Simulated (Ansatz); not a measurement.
# NaCl (Fm-3m) on a mismatched substrate

```yaml
crystal:
  lattice:
    - [2.80398, 2.80398, 0.00000]
    - [-2.80398, 2.80398, 0.00000]
    - [0.00000, 2.80398, 2.80398]
  atoms:
    - { symbol: Na, position: [0.00000, 0.00000, 0.00000] }
    - { symbol: Cl, position: [0.50000, 0.50000, 0.00000] }
```

This cell was relaxed by PAW under r²SCAN. A film on a (001) substrate is mimicked by stretching x and y by ε∥; the length along z and the atoms then relax by PAW (default files of Ansatz 0.2.0, cutoff 500 eV, stress met within about 0.05 GPa). Stress and levels come from r²SCAN, PAW on Ansatz 0.2.0's default frozen-core files (fitted under PBE), scalar-relativistic; k mesh 8×8×8, fixed occupations, cutoff 500 eV. Conduction levels are in eV over the valence top, at fixed fractional wave vectors.

```tsv
ε∥ (%)	ε⊥ (%)	σ∥ (GPa, tension positive)	Γ	L (oblique)	X ∥ z	X ⊥ z	2nd valence level at Γ	3rd
-2.0	0.807	-1.53	6.099	7.999	8.526	8.498	-0.016	-0.016
-1.0	0.397	-0.71	6.033	7.976	8.471	8.459	-0.009	-0.009
-0.5	0.247	-0.34	5.998	7.964	8.445	8.439	-0.005	-0.005
0.0	0.000	0.00	5.970	7.953	8.423	8.423	0.000	0.000
0.5	-0.248	0.31	5.936	7.938	8.397	8.402	0.000	-0.006
1.0	-0.387	0.62	5.899	7.920	8.371	8.378	0.000	-0.011
2.0	?	?	?	?	?	?	?	?
```

The last two columns are counted from the highest valence level at Γ.

Task: How does the film contract along z, and how stiff is it in the plane?

Result: Quadratic fits through the 6 rows shown have slopes dε⊥/dε∥ = -0.411 and dσ∥/dε∥ = 66.3 GPa at zero strain. Elasticity asks −2C12/C11 = -0.392 and C11 + C12 − 2C12²/C11 = 66.3 GPa, from PAW constants C11 = 59.2, C12 = 11.6 GPa. At the level of the σ∥ column the films keep up to 0.03 GPa along z against the unstrained cell; this and the cubic term, which a quadratic fit over ±2 % leaves out, limit the agreement.

Task: Which shear deformation potential b does the valence splitting give?

Result: Without spin-orbit coupling the single level moves against the pair by 3b(ε⊥ − ε∥): 0.0051 eV at ε⊥ − ε∥ = 0.00747 and -0.0057 eV at -0.00748, so b = 0.24 eV.

Task: Fill the row at ε∥ = 2.0 %.

Result: The fits give ε⊥ = -0.833 % and σ∥ = 1.12 GPa. Computed: ε⊥ (%) = -0.763, σ∥ (GPa, tension positive) = 1.15, Γ = 5.830, L (oblique) = 7.885, X ∥ z = 8.323, X ⊥ z = 8.334, 2nd valence level at Γ = 0.000, 3rd = -0.023. The levels have a kink at zero strain, where another valence state takes the top, so one parabola doesn't fit them.

Task: What is the slope of the gap under small compression and under small tension?

Result: dE_g/dε∥ is -58 meV per % on the compressed side and -67 on the stretched side, so the gap rises under compression and falls under tension. The lowest conduction level stays at Γ.

Known limits: frozen-core PAW files fitted under PBE, their cores solved anew for the functional of the run; semilocal gaps are low, and the spacing of valleys can be off by tenths of an eV; levels are read at fixed fractional k, so an edge that moves off these points is missed.
